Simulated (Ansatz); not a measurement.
**Response of BaS to small distortions**

```
Ba S
1.0
     0.00000    3.19375    3.19375
     3.19375    0.00000    3.19375
     3.19375    3.19375    0.00000
Ba S
1 1
Direct
  0.00000 0.00000 0.00000
  0.50000 0.50000 0.50000
```

Atom numbers follow the list: Ba1, S2.

The cell is COD entry 9008600, as deposited and not checked against the literature; nothing was relaxed.

Spin–orbit coupling is left out, though it moves levels of the heavy atoms by tenths of an eV or more.

The calculation used DFT, PBE, all-electron LAPW, scalar-relativistic in Ansatz 0.2.0.

Settings: a Γ-centred 8×8×8 k mesh, Fermi–Dirac smearing of 0.02 eV, basis error target 0.25 meV/atom, no spin polarisation.

The unchanged cell is at 0.83 GPa.

x, y and z are the Cartesian axes of the cell as listed; fractional coordinates follow a strain, and an engineering shear is twice the off-diagonal strain component.

**Question.** One change gave: energy change under 1 meV/atom; stress change (xx, yy, zz, yz, xz, xy) 0.00, 0.00, 0.00, 0.18, 0.18, 0.18 GPa, compression positive; gap on the k mesh 2.21 → 2.18 eV. Which change was it?
A. equal xy, yz and zx engineering shear strains of -3 %
B. equal xy, yz and zx engineering shear strains of +1 %
C. equal xy, yz and zx engineering shear strains of +2 %
D. equal xy, yz and zx engineering shear strains of +3 %
E. equal xy, yz and zx engineering shear strains of -1 %
F. equal xy, yz and zx engineering shear strains of -2 %

**Answer.** E. For equal xy, yz and zx engineering shear strains of -3 %: energy change +5 meV/atom; stress change (xx, yy, zz, yz, xz, xy) -0.02, -0.02, -0.02, 0.51, 0.51, 0.51 GPa, compression positive; gap on the k mesh 2.21 → 2.13 eV. For equal xy, yz and zx engineering shear strains of +2 %: energy change +2 meV/atom; stress change (xx, yy, zz, yz, xz, xy) -0.01, -0.01, -0.01, -0.39, -0.39, -0.39 GPa, compression positive; gap on the k mesh 2.21 → 2.18 eV. For equal xy, yz and zx engineering shear strains of -2 %: energy change +2 meV/atom; stress change (xx, yy, zz, yz, xz, xy) -0.01, -0.01, -0.01, 0.35, 0.35, 0.35 GPa, compression positive; gap on the k mesh 2.21 → 2.16 eV. For equal xy, yz and zx engineering shear strains of +1 %: energy change under 1 meV/atom; stress change (xx, yy, zz, yz, xz, xy) 0.00, 0.00, 0.00, -0.19, -0.19, -0.19 GPa, compression positive; gap on the k mesh 2.21 → 2.19 eV. For equal xy, yz and zx engineering shear strains of +3 %: energy change +5 meV/atom; stress change (xx, yy, zz, yz, xz, xy) -0.02, -0.02, -0.02, -0.60, -0.60, -0.60 GPa, compression positive; gap on the k mesh 2.21 → 2.16 eV.
